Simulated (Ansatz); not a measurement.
# ZrN (Fm-3m) in Ansatz: convergence with k mesh

Aim: find how far k mesh must go before the results for ZrN settle, at LDA. This setting moves, with any that are tied to it; all else stays.

All numbers are computed with Ansatz 0.2.0; they aren't measurements. Logs are shortened: lines on timing, memory, paths and dates and some standing lists are left out, and cuts for length are marked.

**1. Starting point**

It takes space group Fm-3m (No. 225, cubic). Conventional cell: a = 4.600 Å, b = 4.600 Å, c = 4.600 Å, α = 90.00°, β = 90.00°, γ = 90.00°. Zr (site symmetry m-3m) has 6 N at 2.30 Å as nearest neighbours. N (site symmetry m-3m) has 6 Zr at 2.30 Å as nearest neighbours.

**2. With k mesh 2 × 2 × 2**

Contents of input.yaml:

```yaml
crystal:
  lattice:
    - [0.0, 2.3, 2.3]
    - [2.3, 0.0, 2.3]
    - [2.3, 2.3, 0.0]
  atoms:
    - { symbol: Zr, position: [0.5, 0.5, 0.5] }
    - { symbol: "N", position: [0.0, 0.0, 0.0] }
kpoints:
  mp_grid: { grid: [2, 2, 2] }
scf:
  occupations: { method: fermi_dirac, width: 0.05 }
hamiltonian:
  xc: lda
  pseudopotentials: { kind: all_electron, lapw: { basis_error: 0.001 } }
output:
  forces: true
  stress: true
  eigenvalues: true
```

Potentials or basis: all-electron LAPW, scalar-relativistic.

On the command line:

```bash
$ ansatz run input.yaml --threads 1 --pin off --max-ram 3072MiB --backend cpu --events-out ev --progress --plain --runs-dir out
```

Log:

```text
Warning: RAYON_NUM_THREADS=1 ignored (pool sized by the plan → 1); use --threads N
LAPW: plane waves up to 8.567 Å⁻¹, error target 1.0e-3 eV per atom; small_component_spin mean_spin; N in spheres of 1.058 Å, 7 of its electrons in bands, Dirac shells []; Zr in spheres of 1.242 Å, 30 of its electrons in bands, Dirac shells [] (how accurate: hamiltonian.pseudopotentials.lapw.basis_error, Limitations)
Engine: ansatz 0.2.0, aarch64-unknown-linux-gnu
Pseudopotentials: kind: all_electron
Pseudopotential: Zr, LAPW, valence charge 30, lapw/all_electron/scalar/gaussian/Zr, Koelling and Harmon's equation, gaussian nucleus
Pseudopotential: N, LAPW, valence charge 7, lapw/all_electron/scalar/gaussian/N, Koelling and Harmon's equation, gaussian nucleus
Functional definition: SPW92
  exchange = slater_x
  correlation = pw_c
Crystal: 2 atoms, lattice volume = 24.334 Å³
Basis set: ecut = 279.6342146870727 eV, 259 PW (Γ), exchange–correlation at level 2
Bands: 23, of which v1, the nominal top of the filled ones, is band 19 counted from 1 (18 counted from 0)
Symmetry: 48 space group operations
Space group: Fm-3m (ITA 225), of the structure as read, at distance tolerance 2.9e-5 Å
k-points: 3 of 8
Non-local potential: Zr, projectors of the file, none
Non-local potential: N, projectors of the file, none
Initial density: superposition of atomic densities (chi_scale 0.1, normalization cell, long waves kept (reshape's long-wave potential 0.00 eV rms))
Initial wavefunctions: plane waves of lowest kinetic energy (no species holds an atomic orbital)
Functional: x = slater, c = lda
iter 1 solved again at ethr=1.36e-2 eV; its pass at ethr=1.00e-1 eV (dr2=5.03e0 eV) is discarded
SCF iter   1: F=—  HF=-99307.516272 eV  |F-HF|=—  |Δ(HF+E_count)|=         —  Δρ=1.24e-1  dr2=5.03e0  ethr=1.36e-2  ⟨swp⟩=2.0  Hψ=461  notcnv=0
preconditioner: auto → none  [insulator: Δε(μ)=3.189 eV  Ē_g=19.891 eV  σ=0.050 eV  W_gap=0.67  n_scr=14 (ndim 8)  ℏωp=29.2 eV  f_vac=0.000  D(μ)=3.33/eV (n_scr^D=58)  ε∞_Penn≈3.1]
SCF iter   2: F=—  HF=-99305.867582 eV  |F-HF|=—  |Δ(HF+E_count)|=    1.65e0  Δρ=8.81e-2  dr2=2.39e0  ethr=1.36e-2  ⟨swp⟩=3.0  Hψ=198  notcnv=0
SCF iter   3: F=—  HF=-99304.937353 eV  |F-HF|=—  |Δ(HF+E_count)|=   9.30e-1  Δρ=3.25e-2  dr2=3.56e-1  ethr=6.46e-3  ⟨swp⟩=2.3  Hψ=191  notcnv=0
SCF iter   4: F=—  HF=-99305.010192 eV  |F-HF|=—  |Δ(HF+E_count)|=         —  Δρ=3.17e-2  dr2=3.33e-1  ethr=9.61e-4  ⟨swp⟩=3.0  Hψ=229  notcnv=0
the basis was enlarged: its passes take 49.8 KiB over the memory plan, 1 of 1 planned eigensolver slots
SCF iter   5: F=—  HF=-99304.902648 eV  |F-HF|=—  |Δ(HF+E_count)|=   1.08e-1  Δρ=2.42e-2  dr2=1.95e-1  ethr=8.99e-4  ⟨swp⟩=2.0  Hψ=189  notcnv=0
iter 6 solved again at ethr=2.35e-5 eV; its pass at ethr=5.28e-4 eV (dr2=8.69e-3 eV) is discarded
SCF iter   6: F=—  HF=-99304.815017 eV  |F-HF|=—  |Δ(HF+E_count)|=   8.76e-2  Δρ=5.13e-3  dr2=8.69e-3  ethr=2.35e-5  ⟨swp⟩=2.0  Hψ=348  notcnv=0
SCF iter   7: F=—  HF=-99304.810955 eV  |F-HF|=—  |Δ(HF+E_count)|=   4.06e-3  Δρ=8.73e-4  dr2=2.53e-4  ethr=2.35e-5  ⟨swp⟩=2.0  Hψ=206  notcnv=0
SCF iter   8: F=—  HF=-99304.810839 eV  |F-HF|=—  |Δ(HF+E_count)|=   1.16e-4  Δρ=6.31e-6  dr2=8.12e-9  ethr=6.85e-7  ⟨swp⟩=2.0  Hψ=206  notcnv=0
SCF iter   9: F=-99304.810839 eV  HF=-99304.810839 eV  |F-HF|=6.25e-8  |Δ(HF+E_count)|=   6.70e-8  Δρ=1.13e-5  dr2=4.27e-8  ethr=2.19e-11  ⟨swp⟩=3.7  Hψ=234  notcnv=0
SCF 1 converged in 9 iterations: F = -99304.810839 eV  dr2 = 4.27e-8
SCF converged after 9 iterations
Free energy (F): -99304.810839 eV
Harris-Foulkes:  -99304.810839 eV  (|F-HF|=6.25e-8)
Internal energy: -99304.786969 eV  (E = F + TS)
E sigma→0 (E₀):  -99304.798904 eV
Entropy (-TS):   -0.023869 eV (-11.935 meV/atom)
Fermi energy:    18.267252 eV
--- Per-component energies (eV) ---
  E_band       = -4740.878398
  E_kinetic    = 102480.352920
  E_xc         = -3181.956704
  E_electrostatic = -198603.183185  (all electrons and nuclei)
  E_smearing   = -0.023869  (= −TS)
  E_closure    = 0.000000  (closes the sum)
  E_atoms      = -99283.684314  (free atoms, spherical and without spin; not in F)
  Σ components = -99304.810839   (vs F -99304.810839, Δ=0.00e0)
  Basis errors (estimates in eV, not in F): energy 3.2e-4 per atom: plane waves 2.9e-4 (1.6e-4 summed), levels above the bands 4.3e-33, relativity 9.2e-9, radial functions 3.2e-5, core shells 9.0e-14; eigenvalues (radial functions only) 9.0e-7; not estimated: angular momenta, meshes, grids; target (lapw.basis_error) 1.0e-3; muffin-tin radii N 1.058 Å, Zr 1.242 Å
--- Forces (eV/Å), atoms counted from 1 ---
  atom   1  Zr    -0.00000000    -0.00000000     0.00000000
  atom   2  N      0.00000000    -0.00000000    -0.00000000
  max |Σ_I F_I| component: 3.78e-31 eV/Å
--- Stress (GPa, compression-positive) ---
      -12.875140       0.000000      -0.000000
        0.000000     -12.875140       0.000000
       -0.000000       0.000000     -12.875140
  P = ⅓ Tr σ = -12.8751 GPa (-128.751 kbar)
--- Band table (eV) ---
  k-point 0: bands = ["-379.6742", "-353.8934", "-293.2674", "-293.2674", "-293.2674", "-151.0882", "-151.0882", "-151.0858", "-151.0858", "-151.0858", "-30.9257", "-8.5702", "-8.5702", "-8.5702", "3.3438", "16.8478", "16.8478", "16.8478", "18.3019", "18.3019", "18.3019", "20.2594", "20.2594"]
  k-point 1: bands = ["-379.6742", "-353.8934", "-293.2674", "-293.2674", "-293.2674", "-151.0882", "-151.0882", "-151.0858", "-151.0858", "-151.0858", "-30.7923", "-9.6517", "-8.6632", "-8.6632", "5.6462", "11.4759", "13.5586", "13.5586", "21.7454", "21.7454", "21.9726", "23.6389", "26.5958"]
  k-point 2: bands = ["-379.6742", "-353.8934", "-293.2674", "-293.2674", "-293.2674", "-151.0882", "-151.0882", "-151.0858", "-151.0858", "-151.0858", "-30.7494", "-9.4515", "-8.9108", "-8.9108", "3.9665", "14.7027", "15.3097", "16.2693", "16.2693", "22.0087", "23.1018", "23.1018", "23.7963"]
```

It took 1.2 s on 1 thread of Arm Neoverse V2, shared host; peak memory 0.21 GiB.

What came out:

```yaml
Free_energy: -99304.8108 eV
Pressure: -12.9 GPa
Band_gap_on_the_k_mesh: none (metal or under the smearing width)
```

**3. With k mesh 4 × 4 × 4**

input.yaml, as its differences from that of step 2:

```diff
@@ -9,3 +9,3 @@
 kpoints:
-  mp_grid: { grid: [2, 2, 2] }
+  mp_grid: { grid: [4, 4, 4] }
 scf:
```

Potentials or basis: all-electron LAPW, scalar-relativistic.

On the command line:

```bash
$ ansatz run input.yaml --threads 1 --pin off --max-ram 3072MiB --backend cpu --events-out ev --progress --plain --runs-dir out
```

Run time: 2 s. Hardware: 1 thread of Arm Neoverse V2, shared host; peak memory 0.22 GiB.

What came out:

```yaml
Free_energy: -99304.8652 eV
Pressure: -12.3 GPa
Band_gap_on_the_k_mesh: none (metal or under the smearing width)
```

**4. With k mesh 5 × 5 × 5**

input.yaml, as its differences from that of step 3:

```diff
@@ -9,3 +9,3 @@
 kpoints:
-  mp_grid: { grid: [4, 4, 4] }
+  mp_grid: { grid: [5, 5, 5] }
 scf:
```

On the command line:

```bash
$ ansatz run input.yaml --threads 1 --pin off --max-ram 3072MiB --backend cpu --events-out ev --progress --plain --runs-dir out
```

It took 2.2 s on 1 thread of Arm Neoverse V2, shared host; peak memory 0.22 GiB.

Results:

```yaml
Free_energy: -99304.8946 eV
Pressure: -12.7 GPa
Band_gap_on_the_k_mesh: none (metal or under the smearing width)
```

**5. With k mesh 6 × 6 × 6**

input.yaml, as its differences from that of step 4:

```diff
@@ -9,3 +9,3 @@
 kpoints:
-  mp_grid: { grid: [5, 5, 5] }
+  mp_grid: { grid: [6, 6, 6] }
 scf:
```

On the command line:

```bash
$ ansatz run input.yaml --threads 1 --pin off --max-ram 3072MiB --backend cpu --events-out ev --progress --plain --runs-dir out
```

Wall time 3 s (1 thread of Arm Neoverse V2, shared host); peak memory 0.23 GiB.

What came out:

- Free energy: -99304.9110 eV
- Pressure: -12.8 GPa
- Band gap on the k mesh: none (metal or under the smearing width)

**6. With k mesh 8 × 8 × 8**

input.yaml, as its differences from that of step 5:

```diff
@@ -9,3 +9,3 @@
 kpoints:
-  mp_grid: { grid: [6, 6, 6] }
+  mp_grid: { grid: [8, 8, 8] }
 scf:
```

Potentials or basis: all-electron LAPW, scalar-relativistic.

On the command line:

```bash
$ ansatz run input.yaml --threads 1 --pin off --max-ram 3072MiB --backend cpu --events-out ev --progress --plain --runs-dir out
```

It took 4.5 s on 1 thread of Arm Neoverse V2, shared host; peak memory 0.26 GiB.

Results:

- Free energy: -99304.8635 eV
- Pressure: -12.3 GPa
- Band gap on the k mesh: none (metal or under the smearing width)

**7. With k mesh 10 × 10 × 10**

input.yaml, as its differences from that of step 6:

```diff
@@ -9,3 +9,3 @@
 kpoints:
-  mp_grid: { grid: [8, 8, 8] }
+  mp_grid: { grid: [10, 10, 10] }
 scf:
```

On the command line:

```bash
$ ansatz run input.yaml --threads 1 --pin off --max-ram 3072MiB --backend cpu --events-out ev --progress --plain --runs-dir out
```

Run time: 7.1 s. Hardware: 1 thread of Arm Neoverse V2, shared host; peak memory 0.29 GiB.

What came out:

```
Free energy            : -99304.8786 eV
Pressure               : -12.6 GPa
Band gap on the k mesh : none (metal or under the smearing width)
```

**8. With k mesh 12 × 12 × 12**

input.yaml, as its differences from that of step 7:

```diff
@@ -9,3 +9,3 @@
 kpoints:
-  mp_grid: { grid: [10, 10, 10] }
+  mp_grid: { grid: [12, 12, 12] }
 scf:
```

On the command line:

```bash
$ ansatz run input.yaml --threads 1 --pin off --max-ram 3072MiB --backend cpu --events-out ev --progress --plain --runs-dir out
```

Run time: 8.7 s. Hardware: 1 thread of Arm Neoverse V2, shared host; peak memory 0.32 GiB.

Results (log left out):

- Free energy: -99304.8877 eV
- Pressure: -12.6 GPa
- Band gap on the k mesh: none (metal or under the smearing width)

**9. With k mesh 14 × 14 × 14**

input.yaml, as its differences from that of step 8:

```diff
@@ -9,3 +9,3 @@
 kpoints:
-  mp_grid: { grid: [12, 12, 12] }
+  mp_grid: { grid: [14, 14, 14] }
 scf:
```

Potentials or basis: all-electron LAPW, scalar-relativistic.

On the command line:

```bash
$ ansatz run input.yaml --threads 1 --pin off --max-ram 3072MiB --backend cpu --events-out ev --progress --plain --runs-dir out
```

It took 16 s on 1 thread of Arm Neoverse V2, shared host; peak memory 0.39 GiB.

It converged, with:

| Property | Result |
| --- | --- |
| Free energy | -99304.8787 eV |
| Pressure | -12.5 GPa |
| Band gap on the k mesh | none (metal or under the smearing width) |

**10. The series at a glance**

```tsv
k mesh	energy less the tightest run, at zero smearing (meV/atom)	pressure (GPa)	SCF cycles	CPU time (s)	peak memory (GiB)
2 × 2 × 2	38.10	-12.88	9	1.2	0.21
4 × 4 × 4	8.74	-12.30	9	2	0.22
5 × 5 × 5	-6.29	-12.66	9	2.2	0.22
6 × 6 × 6	-16.94	-12.77	9	3	0.23
8 × 8 × 8	8.33	-12.34	9	4.5	0.26
10 × 10 × 10	-0.22	-12.56	10	7.1	0.29
12 × 12 × 12	-5.66	-12.64	7	8.7	0.32
14 × 14 × 14	0.00	-12.54	10	16	0.39
```

Not settled before the last step: the energy (to 1 meV/atom), the pressure (to 0.1 GPa). Meshes of other sizes hit other points, so gaps and Fermi surfaces needn't settle smoothly. The tightest run that finished is the yardstick and may itself not be fully converged.
